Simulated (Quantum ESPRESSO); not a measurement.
# CdO (Monteponite) in Quantum ESPRESSO: the effect of functional

Crystal: CdO (Monteponite).

```xyz
2
Lattice="0.0000 2.3495 2.3495 2.3495 0.0000 2.3495 2.3495 2.3495 0.0000" Properties=species:S:1:pos:R:3 pbc="T T T"
Cd    0.0000    0.0000    0.0000
O     2.3495    2.3495    2.3495
```

Alike in all runs:

- Program: Quantum ESPRESSO 7.5
- Task: band structure
- Potentials or basis: SG15 PBE 1.2
- Cutoff: 1197 eV
- Density cutoff: 4789 eV
- k mesh: 10 × 10 × 10
- Occupations: fermi-dirac, width 0.05 eV
- Spin: no spin polarisation

| functional | pressure (GPa) |
| --- | --- |
| LDA | -6.8 |
| PBEsol | -0.8 |
| PBE | ? |
| RPBE | 11.3 |
| AM05 | 0.1 |
| EV93PW91 | 28.9 |

Problem. What does the run with functional PBE give?

Solution. Pressure 6.0 GPa.

Caveats: the potentials were made for another functional, which shifts forces and pressure (some runs); the potentials were made for a functional far from this one (some runs); a pressure of tens of GPa on the cell as given is suspect, and the run, the potentials or the cell itself is likely at fault (some runs).
